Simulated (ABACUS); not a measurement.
## NaI: equation of state with PBE

NaI:

```
I Na
1.0
     0.00000    3.23640    3.23640
     3.23640    0.00000    3.23640
     3.23640    3.23640    0.00000
I Na
1 1
Direct
  0.50000 0.50000 0.50000
  0.00000 0.00000 0.00000
```

```
Program                                       : ABACUS 3.10.1
Task                                          : equation of state
Functional                                    : PBE
Potentials or basis                           : PseudoDojo NC SR 0.4.1 PBE standard
Cutoff                                        : 1361 eV
Density cutoff                                : 5442 eV
Basis                                         : DZP LCAO (the cutoffs set its grid)
k mesh                                        : 7 × 7 × 7
Occupations                                   : fermi-dirac, width 0.05 eV
Spin                                          : no spin polarisation
Orbital files                                 : I I_confined-atom_8au_2s2p1d.orb, Na Na_confined-atom_9au_3s2p1d.orb
Radial cutoff of the potentials (pseudo_rcut) : 10 bohr
SCF threshold on the density                  : 1e-07
Max SCF steps                                 : 100
Eigensolver                                   : genelpa
Mixing                                        : broyden
Mixing share                                  : 0.7
Symmetry key                                  : 1
Bands                                         : 12
```

```yaml
Equilibrium_volume: 34.85 Å³/atom
Bulk_modulus: 15.5 GPa
Pressure_derivative_of_the_bulk_modulus: 4.7
```

Energy against volume, from the lowest point:
| volume (Å³/atom) | energy (meV/atom) |
| --- | --- |
| 31.865 | 14.55 |
| 32.543 | 8.30 |
| 33.221 | 3.96 |
| 33.899 | 1.24 |
| 34.577 | 0.00 |
| 35.255 | 0.17 |
| 35.933 | 1.46 |

All runs of the series together: 38 s on 4 threads of AMD EPYC 7B13 (Zen 3) (shared host).

Caveat: the atomic orbitals were generated for these runs and aren't a published set; the basis of atomic orbitals isn't converged, which shifts pressures, moduli and gaps. Zero-point motion and thermal expansion aren't in these numbers.
